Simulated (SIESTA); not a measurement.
Runs of SIESTA 5.4.2 on Be. It takes space group Im-3m (No. 229, cubic). Conventional cell: a = 2.506 Å, b = 2.506 Å, c = 2.506 Å, α = 90.00°, β = 90.00°, γ = 90.00°. Be (site symmetry m-3m) is surrounded by 8 Be at 2.17 Å. This isn't the form of Be at room conditions, which is hcp.

```tsv
potentials or basis	gap on the mesh (eV)	pressure (GPa)	relaxed volume (Å³/atom)
Ansatz (PBE files), DZP (energy shift 0.003 Ry; two zetas on semicore shells)	none	-0.1	-
SG15 1.2 (PBE files) or PseudoDojo by element, DZP (energy shift 0.003 Ry; two zetas on semicore shells)	none	0.0	7.65
PseudoDojo 0.5 standard (PBE files), DZP (energy shift 0.003 Ry; two zetas on semicore shells)	none	0.1	7.78
PseudoDojo 0.4 stringent (PBE files), DZP (energy shift 0.003 Ry; two zetas on semicore shells)	none	0.0	(a)
PseudoDojo 0.4 standard (PBE files), DZP (energy shift 0.003 Ry; two zetas on semicore shells)	none	0.1	7.78
```

Alike in all rows: task relaxation of cell and atoms; level PBE; no spin polarisation; cell relaxed; k mesh 15 × 15 × 15; smearing fermi-dirac 0.05 eV; grid cutoff 800 Ry; energy shift 0.003 Ry.

Fill in the values left out.

(a) 7.98.

Caveats: the basis of atomic orbitals isn't converged, which shifts pressures, moduli and gaps; short orbitals over semicore shells can move pressures by several GPa (some runs); the relaxation stopped at its first step, so nothing moved (some runs).

A gap of «none» marks a metal or a gap under the smearing width.
